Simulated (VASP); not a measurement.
# SiC62 (a cell with a defect) in VASP: relaxation of the atoms with PBE

Aim: the relaxation of the atoms of SiC62 (a cell with a defect) with PBE.

Everything below comes from runs of VASP 6.6.1. Logs are shortened: lines on timing, memory, paths and dates and some standing lists are left out, and cuts for length are marked.

## 1. The structure

The cell holds a defect, 63 atoms: a = 7.144 Å, b = 7.144 Å, c = 7.144 Å, α = 90.00°, β = 90.00°, γ = 90.00°.

The cell was built by a generator and needn't be a form met in nature.

## 2. Relaxation of the atoms, PBE, collinear spin, ferromagnetic start

Contents of INCAR:

```
SYSTEM = SiC62
PREC = Accurate ; ENCUT = 420
EDIFF = 1E-5 ; ISMEAR = 0
SIGMA = 0.01 ; LREAL = Auto
LASPH = .TRUE. ; NELM = 100
ALGO = Fast ; ISIF = 2
LWAVE = .FALSE. ; LCHARG = .FALSE.
ISPIN = 2 ; MAGMOM = 0.32 0 0.32 0 0.32 0 0 0 0 0 0 0 0 0 0 0 0 0 0 0 0 0 0 0 0 0.32 0 0 0 0 0 0 0 0 0 0 0 0 0 0 0 0 0 0.32 0 0 0 0 0 0 0 0 0 0.32 0 0 0 0 0 0 0 0 0
LORBIT = 11 ; NUPDOWN = 2
GGA = PE ; IBRION = 2
NSW = 40 ; EDIFFG = -0.01
ISYM = 0 ; NCORE = 4
```

Contents of KPOINTS:

```
regular mesh
0
G
  1 1 1
  0 0 0
```

Contents of POSCAR:

```
SiC62
1.0
    7.1440000000      0.0000000000      0.0000000000
    0.0000000000      7.1440000000      0.0000000000
    0.0000000000      0.0000000000      7.1440000000
C Si
62 1
Direct
    0.0000000000      0.2500000000      0.2500000000
    0.1250000000      0.3750000000      0.3750000000
    0.2500000000      0.0000000000      0.2500000000
    0.3750000000      0.1250000000      0.3750000000
    0.2500000000      0.2500000000      0.0000000000
    0.3750000000      0.3750000000      0.1250000000
    0.0000000000      0.0000000000      0.5000000000
    0.1250000000      0.1250000000      0.6250000000
    0.0000000000      0.2500000000      0.7500000000
    0.1250000000      0.3750000000      0.8750000000
    0.2500000000      0.0000000000      0.7500000000
    0.3750000000      0.1250000000      0.8750000000
    0.2500000000      0.2500000000      0.5000000000
    0.3750000000      0.3750000000      0.6250000000
    0.0000000000      0.5000000000      0.0000000000
    0.1250000000      0.6250000000      0.1250000000
    0.0000000000      0.7500000000      0.2500000000
    0.1250000000      0.8750000000      0.3750000000
    0.2500000000      0.5000000000      0.2500000000
    0.3750000000      0.6250000000      0.3750000000
    0.2500000000      0.7500000000      0.0000000000
    0.3750000000      0.8750000000      0.1250000000
    0.0000000000      0.5000000000      0.5000000000
    0.1250000000      0.6250000000      0.6250000000
    0.0000000000      0.7500000000      0.7500000000
    0.1250000000      0.8750000000      0.8750000000
    0.2500000000      0.5000000000      0.7500000000
    0.3750000000      0.6250000000      0.8750000000
    0.2500000000      0.7500000000      0.5000000000
    0.3750000000      0.8750000000      0.6250000000
    0.5000000000      0.0000000000      0.0000000000
    0.6250000000      0.1250000000      0.1250000000
    0.5000000000      0.2500000000      0.2500000000
    0.6250000000      0.3750000000      0.3750000000
    0.7500000000      0.0000000000      0.2500000000
    0.8750000000      0.1250000000      0.3750000000
    0.7500000000      0.2500000000      0.0000000000
    0.8750000000      0.3750000000      0.1250000000
    0.5000000000      0.0000000000      0.5000000000
    0.6250000000      0.1250000000      0.6250000000
    0.5000000000      0.2500000000      0.7500000000
    0.6250000000      0.3750000000      0.8750000000
    0.7500000000      0.0000000000      0.7500000000
    0.8750000000      0.1250000000      0.8750000000
    0.7500000000      0.2500000000      0.5000000000
    0.8750000000      0.3750000000      0.6250000000
    0.5000000000      0.5000000000      0.0000000000
    0.6250000000      0.6250000000      0.1250000000
    0.5000000000      0.7500000000      0.2500000000
    0.6250000000      0.8750000000      0.3750000000
    0.7500000000      0.5000000000      0.2500000000
    0.8750000000      0.6250000000      0.3750000000
    0.7500000000      0.7500000000      0.0000000000
    0.8750000000      0.8750000000      0.1250000000
    0.5000000000      0.5000000000      0.5000000000
    0.6250000000      0.6250000000      0.6250000000
    0.5000000000      0.7500000000      0.7500000000
    0.6250000000      0.8750000000      0.8750000000
    0.7500000000      0.5000000000      0.7500000000
    0.8750000000      0.6250000000      0.8750000000
    0.7500000000      0.7500000000      0.5000000000
    0.8750000000      0.8750000000      0.6250000000
    0.0625000000      0.0625000000      0.0625000000
```

Potentials or basis: VASP PAW PBE potentials, release 64 (C, Si).

On the command line:

```bash
> cat potpaw_PBE.64/C/POTCAR potpaw_PBE.64/Si/POTCAR > POTCAR
> mpirun -np 8 vasp_gam > vasp.out
```

OUTCAR:

```text
SYSTEM = SiC62
   PREC = Accurate
   ENCUT = 420
   EDIFF = 1E-5
   ISMEAR = 0
   LREAL = Auto
   LASPH = .TRUE.
   NELM = 100
   ISIF = 2
   ISPIN = 2
   LORBIT = 11
   NUPDOWN = 2
   GGA = PE
   IBRION = 2
   NSW = 40
   EDIFFG = -0.01
   ISYM = 0

 ion  position               nearest neighbor table
   1  0.000  0.250  0.250-   2 1.55  36 1.55  38 1.55  63 1.95
   2  0.125  0.375  0.375-   1 1.55  13 1.55  19 1.55  23 1.55
   3  0.250  0.000  0.250-   4 1.55  18 1.55  22 1.55  63 1.95
   4  0.375  0.125  0.375-   3 1.55  13 1.55  33 1.55  39 1.55
   5  0.250  0.250  0.000-   6 1.55  10 1.55  12 1.55  63 1.95
   6  0.375  0.375  0.125-   5 1.55  19 1.55  33 1.55  47 1.55
[... 54 lines left out ...]
  61  0.750  0.750  0.500-  50 1.55  52 1.55  56 1.55  62 1.55
  62  0.875  0.875  0.625-   7 1.55  25 1.55  43 1.55  61 1.55
  63  0.062  0.062  0.062-   1 1.95   3 1.95   5 1.95  26 1.95  44 1.95  54 1.95

IMPORTANT INFORMATION: All symmetrisations will be switched off!
NOSYMM: (Re-)initialisation of all symmetry stuff for point group C_1.

----------------------------------------------------------------------------------------

                                     Primitive cell

  volume of cell :     364.6064

  direct lattice vectors                    reciprocal lattice vectors
     7.144000000  0.000000000  0.000000000     0.139977604  0.000000000  0.000000000
     0.000000000  7.144000000  0.000000000     0.000000000  0.139977604  0.000000000
     0.000000000  0.000000000  7.144000000     0.000000000  0.000000000  0.139977604

  length of vectors
     7.144000000  7.144000000  7.144000000     0.139977604  0.139977604  0.139977604

  position of ions in fractional coordinates (direct lattice)
     0.000000000  0.250000000  0.250000000
     0.125000000  0.375000000  0.375000000
     0.250000000  0.000000000  0.250000000
     0.375000000  0.125000000  0.375000000
     0.250000000  0.250000000  0.000000000
     0.375000000  0.375000000  0.125000000
[... 55 lines left out ...]
     0.875000000  0.875000000  0.625000000
     0.062500000  0.062500000  0.062500000

  ion indices of the primitive-cell ions
   primitive index   ion index
                 1           1
                 2           2
                 3           3
                 4           4
                 5           5
                 6           6
[... 55 lines left out ...]
                62          62
                63          63

----------------------------------------------------------------------------------------

 KPOINTS: regular mesh

Automatic generation of k-mesh.
 Grid dimensions read from file:
 generate k-points for:    1    1    1

 Generating k-lattice:

  Cartesian coordinates                     Fractional coordinates (reciprocal lattice)
     0.139977604  0.000000000  0.000000000     1.000000000  0.000000000  0.000000000
     0.000000000  0.139977604  0.000000000     0.000000000  1.000000000  0.000000000
     0.000000000  0.000000000  0.139977604     0.000000000  0.000000000  1.000000000

  Length of vectors
     0.139977604  0.139977604  0.139977604

  Shift w.r.t. Gamma in fractional coordinates (k-lattice)
     0.000000000  0.000000000  0.000000000

 Subroutine IBZKPT returns following result:
 ===========================================

 Found      1 irreducible k-points:

 Following reciprocal coordinates:
            Coordinates               Weight
  0.000000  0.000000  0.000000      1.000000
   k-points           NKPTS =      1   k-points in BZ     NKDIM =      1   number of bands    NBANDS=    160
   number of dos      NEDOS =    301   number of ions     NIONS =     63
   total plane-waves  NPLWV = 110592
   dimension x,y,z NGX =    48 NGY =   48 NGZ =   48
   dimension x,y,z NGXF=    96 NGYF=   96 NGZF=   96
   ions per type =              62   1
   NGX,Y,Z   is equivalent  to a cutoff of  11.17, 11.17, 11.17 a.u.
[... 25 lines left out ...]
   EFERMI =   0.00;   METHOD = LEGACY
   ISMEAR =     0;   SIGMA  =   0.01  broadening in eV -4-tet -1-fermi 0-gaus
   EFERMI_NEDOS =   21; number of points for ismear=-14 and -15
   IALGO  =     68    algorithm
   IMIX   =      4    mixing-type and parameters
     AMIX     =   0.40;   BMIX     =  1.00
     AMIX_MAG =   1.60;   BMIX_MAG =  1.00
  volume/ion in A,a.u.               =       5.79        39.06
  Fermi-wavevector in a.u.,A,eV,Ry     =   1.447439  2.735263 28.505284  2.095079
  Thomas-Fermi vector in A             =   2.565394
   LORBIT       =     11    0 simple, 1 ext, 2 COOP (PROOUT), +10 PAW based schemes
   GGA     = PE    functional components
   LHFCALC =     F    Hartree Fock is set to
   AEXX    =    0.0000 exact exchange contribution
   IVDW    =     0    specifies the selected vdW correction
   LEPSILON=     F    determine dielectric tensor
   LRPA    =     F    only Hartree local field effects (RPA)
 conjugate gradient relaxation of ions
 spin polarized calculation
 RMM-DIIS sequential band-by-band and
 Gauss-broadening in eV      SIGMA  =   0.01
  energy-cutoff  :      420.00
  volume of cell :      364.61
 maximum number of plane-waves:      3562
 NGX is ok and might be reduce to    48
   NGX = 23   NGY = 23   NGZ = 23

--------------------------------------- Ionic step        1  -------------------------------------------

 number of electron     252.0000199 magnetization       2.0000238

 Free energy of the ion-electron system (eV)
  ---------------------------------------------------
  ext. energy  EPLUGINS =         0.00000000
  ---------------------------------------------------
  free energy    TOTEN  =      -557.94836901 eV

  energy without entropy =     -557.94836901  energy(sigma->0) =     -557.94836901

------------------------ aborting loop because EDIFF is reached ----------------------------------------

  FORCE on cell =-STRESS in cart. coord.  units (eV):
  Direction    XX          YY          ZZ          XY          YZ          ZX
  --------------------------------------------------------------------------------------
  -------------------------------------------------------------------------------------
  Total        5.6778388      5.6777573      5.6778957    -11.5258110    -11.5255481    -11.5259164
  in kB       24.9499285     24.9495703     24.9501783    -50.6474678    -50.6463126    -50.6479313
  external PRESSURE =      24.9498924 kB  Pullay stress =       0.0000000 kB
[... 272 lines left out ...]
  FREE ENERGIE OF THE ION-ELECTRON SYSTEM (eV)
  ---------------------------------------------------
  free  energy   TOTEN  =      -558.7487544071 eV

  energy  without entropy=     -558.7487544071  energy(sigma->0) =     -558.74875441

[... ionic steps 4 to 12 ...]

--------------------------------------- Ionic step       13  -------------------------------------------

 number of electron     252.0000047 magnetization       1.9999999

------------------------ aborting loop because EDIFF is reached ----------------------------------------
[... 189 lines left out ...]
--------------------------------------- Ionic step       15  -------------------------------------------

 number of electron     252.0000047 magnetization       1.9999999

 Free energy of the ion-electron system (eV)
  ---------------------------------------------------
  ext. energy  EPLUGINS =         0.00000000
  ---------------------------------------------------
  free energy    TOTEN  =      -559.08828500 eV

  energy without entropy =     -559.08828500  energy(sigma->0) =     -559.08828500

 E-fermi :   9.4612     XC(G=0): -13.1806

 val. band max:       10.6392313914   @ k =   0.0000   0.0000   0.0000
 cond. band min:      10.9966965861   @ k =   0.0000   0.0000   0.0000
 fundamental gap:      0.3574651946
 Fermi energy:        10.7555484645

 spin component 1

 k-point     1 :       0.0000    0.0000    0.0000
  band No.  band energies     occupation
      1     -11.6735      1.00000
      2      -9.5424      1.00000
      3      -9.5424      1.00000
      4      -9.4746      1.00000
      5      -9.4746      1.00000
      6      -9.2284      1.00000
[... 130 lines left out ...]
    137      14.6236      0.00000
    138      14.6236      0.00000
 Fermi energy:         9.4612250346

 spin component 2

 k-point     1 :       0.0000    0.0000    0.0000
  band No.  band energies     occupation
      1     -11.6376      1.00000
      2      -9.4964      1.00000
      3      -9.4964      1.00000
      4      -9.4438      1.00000
      5      -9.4438      1.00000
      6      -9.2009      1.00000
[... 130 lines left out ...]
    137      14.6587      0.00000
    138      14.6587      0.00000
 [bands above 138 left out]

------------------------ aborting loop because EDIFF is reached ----------------------------------------

  FORCE on cell =-STRESS in cart. coord.  units (eV):
  Direction    XX          YY          ZZ          XY          YZ          ZX
  --------------------------------------------------------------------------------------
  -------------------------------------------------------------------------------------
  Total        8.0670314      8.0670427      8.0670544    -13.7358129    -13.7358207    -13.7358218
  in kB       35.4486738     35.4487234     35.4487749    -60.3588021    -60.3588361    -60.3588413
  external PRESSURE =      35.4487240 kB  Pullay stress =       0.0000000 kB
[... 78 lines left out ...]
  FREE ENERGIE OF THE ION-ELECTRON SYSTEM (eV)
  ---------------------------------------------------
  free  energy   TOTEN  =      -559.0882849997 eV

  energy  without entropy=     -559.0882849997  energy(sigma->0) =     -559.08828500

 reached required accuracy - stopping structural energy minimisation

 total charge

# of ion       s       p       d       tot
------------------------------------------
    1        0.834   1.756   0.000   2.590
    2        0.824   1.732   0.000   2.556
    3        0.834   1.756   0.000   2.590
    4        0.824   1.732   0.000   2.556
    5        0.834   1.756   0.000   2.590
    6        0.824   1.732   0.000   2.556
[... 55 lines left out ...]
   62        0.825   1.752   0.000   2.577
   63        0.687   1.004   0.000   1.691
--------------------------------------------------
tot         52.035 109.863   0.000 161.898

 magnetization (x)

# of ion       s       p       d       tot
------------------------------------------
    1        0.011   0.112   0.000   0.123
    2       -0.001   0.005   0.000   0.005
    3        0.011   0.112   0.000   0.123
    4       -0.001   0.005   0.000   0.005
    5        0.011   0.112   0.000   0.123
    6       -0.001   0.005   0.000   0.005
[... 55 lines left out ...]
   62        0.000   0.007   0.000   0.007
   63       -0.008  -0.020   0.000  -0.028
--------------------------------------------------
tot          0.075   1.314   0.000   1.389
```

It took 76 s on 8 MPI ranks of Intel Xeon Platinum 8559C (Emerald Rapids), shared host; peak memory 0.15 GiB.

What came out:

```
Free energy                                           : -559.0883 eV
Energy gained by relaxing                             : 18.1 meV/atom
Ionic steps                                           : 15
Largest force after relaxing                          : 0.006 eV/Å
Net moment                                            : 2.00 μB per cell
Site moments                                          : C +0.12, +0.01, +0.02; Si -0.03 μB
Valence electrons inside the program's atomic spheres : C 2.59, 2.56, 2.58, 2.60; Si 1.69
```

Forces on the atoms (eV/Å):
```
C   -0.001 -0.001 -0.001
C    0.006  0.001  0.001
C   -0.001 -0.001 -0.001
C    0.001  0.006  0.001
C   -0.001 -0.001 -0.001
C    0.001  0.001  0.006
C   -0.004 -0.004  0.003
C    0.004  0.004 -0.003
C   -0.002 -0.002 -0.003
C    0.002  0.003  0.002
C   -0.002 -0.002 -0.003
C    0.003  0.002  0.002
C   -0.003 -0.003  0.000
C    0.003  0.003  0.002
C   -0.004  0.003 -0.004
C    0.004 -0.003  0.004
C   -0.002 -0.003 -0.002
C    0.002  0.002  0.003
C   -0.003  0.000 -0.003
C    0.003  0.002  0.003
C   -0.002 -0.003 -0.002
C    0.003  0.002  0.002
C   -0.002  0.003  0.003
C    0.002 -0.003 -0.003
C   -0.006 -0.001 -0.001
C    0.001  0.001  0.001
C   -0.002 -0.001 -0.002
C    0.002  0.001  0.002
C   -0.002 -0.002 -0.001
C    0.002  0.002  0.001
C    0.003 -0.004 -0.004
C   -0.003  0.004  0.004
C    0.000 -0.003 -0.003
C    0.002  0.003  0.003
C   -0.003 -0.002 -0.002
C    0.002  0.002  0.003
C   -0.003 -0.002 -0.002
C    0.002  0.003  0.002
C    0.003 -0.002  0.003
C   -0.003  0.002 -0.003
C   -0.001 -0.002 -0.002
C    0.001  0.002  0.002
C   -0.001 -0.006 -0.001
C    0.001  0.001  0.001
C   -0.002 -0.002 -0.001
C    0.002  0.002  0.001
C    0.003  0.003 -0.002
C   -0.003 -0.003  0.002
C   -0.001 -0.002 -0.002
C    0.001  0.002  0.002
C   -0.002 -0.001 -0.002
C    0.002  0.001  0.002
C   -0.001 -0.001 -0.006
C    0.001  0.001  0.001
C    0.003  0.003  0.003
C   -0.003 -0.003 -0.003
C   -0.002 -0.003 -0.003
C    0.000  0.003  0.003
C   -0.003 -0.002 -0.003
C    0.003  0.000  0.003
C   -0.003 -0.003 -0.002
C    0.003  0.003  0.000
Si   0.000  0.000  0.000
```

The path:
```csv
step,energy change (eV),largest force (eV/Å),pressure (GPa)
1,0.0000,2.9121,2.49
2,-0.0991,2.5378,4.61
3,-0.8004,0.7767,3.27
4,-1.0230,0.7111,3.66
5,-1.0479,0.5254,3.53
6,-1.1025,0.5467,3.61
7,-1.1143,0.3420,3.58
8,-1.1352,0.2232,3.55
9,-1.1377,0.0883,3.55
10,-1.1392,0.0720,3.54
11,-1.1397,0.0259,3.55
12,-1.1399,0.0190,3.55
13,-1.1399,0.0110,3.55
14,-1.1399,0.0107,3.55
15,-1.1399,0.0064,3.54
```

Final structure:
```
C Si
1.0
     7.14400    0.00000    0.00000
     0.00000    7.14400    0.00000
     0.00000    0.00000    7.14400
C Si
62 1
Direct
  0.98526 0.25185 0.25185
  0.12165 0.37048 0.37048
  0.25185 0.98526 0.25185
  0.37048 0.12165 0.37048
  0.25185 0.25185 0.98526
  0.37048 0.37048 0.12165
  0.00021 0.00021 0.50109
  0.12479 0.12479 0.62391
  0.99940 0.25493 0.74696
  0.12560 0.37804 0.87007
  0.25493 0.99940 0.74696
  0.37804 0.12560 0.87007
  0.24787 0.24787 0.49680
  0.37404 0.37404 0.62211
  0.00021 0.50109 0.00021
  0.12479 0.62391 0.12479
  0.99940 0.74696 0.25493
  0.12560 0.87007 0.37804
  0.24787 0.49680 0.24787
  0.37404 0.62211 0.37404
  0.25493 0.74696 0.99940
  0.37804 0.87007 0.12560
  0.99926 0.50017 0.50017
  0.12574 0.62483 0.62483
  0.00335 0.75452 0.75452
  0.13974 0.87315 0.87315
  0.25134 0.50167 0.74743
  0.37757 0.62333 0.87366
  0.25134 0.74743 0.50167
  0.37757 0.87366 0.62333
  0.50109 0.00021 0.00021
  0.62391 0.12479 0.12479
  0.49680 0.24787 0.24787
  0.62211 0.37404 0.37404
  0.74696 0.99940 0.25493
  0.87007 0.12560 0.37804
  0.74696 0.25493 0.99940
  0.87007 0.37804 0.12560
  0.50017 0.99926 0.50017
  0.62483 0.12574 0.62483
  0.50167 0.25134 0.74743
  0.62333 0.37757 0.87366
  0.75452 0.00335 0.75452
  0.87315 0.13974 0.87315
  0.74743 0.25134 0.50167
  0.87366 0.37757 0.62333
  0.50017 0.50017 0.99926
  0.62483 0.62483 0.12574
  0.50167 0.74743 0.25134
  0.62333 0.87366 0.37757
  0.74743 0.50167 0.25134
  0.87366 0.62333 0.37757
  0.75452 0.75452 0.00335
  0.87315 0.87315 0.13974
  0.49942 0.49942 0.49942
  0.62558 0.62558 0.62558
  0.50289 0.75096 0.75096
  0.62820 0.87713 0.87713
  0.75096 0.50289 0.75096
  0.87713 0.62820 0.87713
  0.75096 0.75096 0.50289
  0.87713 0.87713 0.62820
  0.06250 0.06250 0.06250
```

Caveat: the cutoff is under 1.25 times the usual one of these potentials, so pressure, stress and relaxed cells hold a basis-set (Pulay) error; the total moment is fixed, so each spin has its own Fermi level.
